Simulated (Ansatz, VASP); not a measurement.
## One calculation of GaN, two programs

```
CELL_PARAMETERS angstrom
0.00000 2.27424 2.27424
2.27424 0.00000 2.27424
2.27424 2.27424 0.00000
ATOMIC_POSITIONS crystal
Ga 0.00000 0.00000 0.00000
N 0.75000 0.75000 0.75000
```

The cell is a database's computed one.

Alike in both runs: task single point; functional PBE; k mesh 10 × 10 × 10; occupations gaussian, width 0.02 eV; no spin polarisation.

```csv
,VASP,Ansatz
version,VASP 6.6.1,Ansatz 0.2.0
potentials or method,"VASP PAW PBE potentials, release 64 (Ga_d, N)","scalar-relativistic, plane waves, PAW"
plane-wave cutoff (eV),520,420
valence electrons in the cell,18,18
```

```csv
,VASP,Ansatz,Ansatz less VASP
gap on the k mesh at the Fermi level (eV),1.55,1.54,-0.006
least direct gap on the mesh (eV),1.55,1.54,-0.006
pressure (GPa),0.1,0.0,-0.10
```

A hybrid or GW would open this gap; PBE tends to underestimate it.
